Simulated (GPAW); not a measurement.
Ti:

```xyz
2
Lattice="2.9500 0.0000 0.0000 -1.4750 2.5548 0.0000 0.0000 0.0000 4.6800" Properties=species:S:1:pos:R:3 pbc="T T T"
Ti    1.4750    0.8516    3.5100
Ti    0.0000    1.7032    1.1700
```

- Program: GPAW 26.7.0
- Task: relaxation of cell and atoms
- Functional: PBEsol
- Dispersion: D4
- Potentials or basis: PAW data sets generated in the run's folder for this functional
- Cutoff: 600 eV
- Basis: pw
- k mesh: 9 × 9 × 5
- Occupations: fermi-dirac, width 0.05 eV
- Spin: no spin polarisation

At the start: pressure -7.3 GPa; volume 17.64 Å³/atom.

How do energy, volume and symmetry change on relaxing?

Over 4 steps the energy falls by 21.4 meV/atom and the volume is 16.50 Å³/atom (-6.4 %); space group P6_3/mmc (No. 194, to 0.05 Å).

Step by step:
```csv
step,energy change (eV),largest force (eV/Å),pressure (GPa),volume (Å³)
1,0.0000,0.0000,-7.33,35.27
2,-0.0214,0.0000,-5.61,34.67
3,-0.0422,0.0000,0.37,32.90
4,-0.0429,0.0000,-0.01,33.00
```

Final structure:
```
Ti
1.0
     2.88775    0.00000    0.00000
    -1.44388    2.50087    0.00000
     0.00000    0.00000    4.56957
Ti
2
Cartesian
  1.4439 0.8336 3.4272
  0.0000 1.6672 1.1424
```

Caveat: later steps reuse the first step's grids; pairwise dispersion overbinds metals, which lowers pressure and volume.
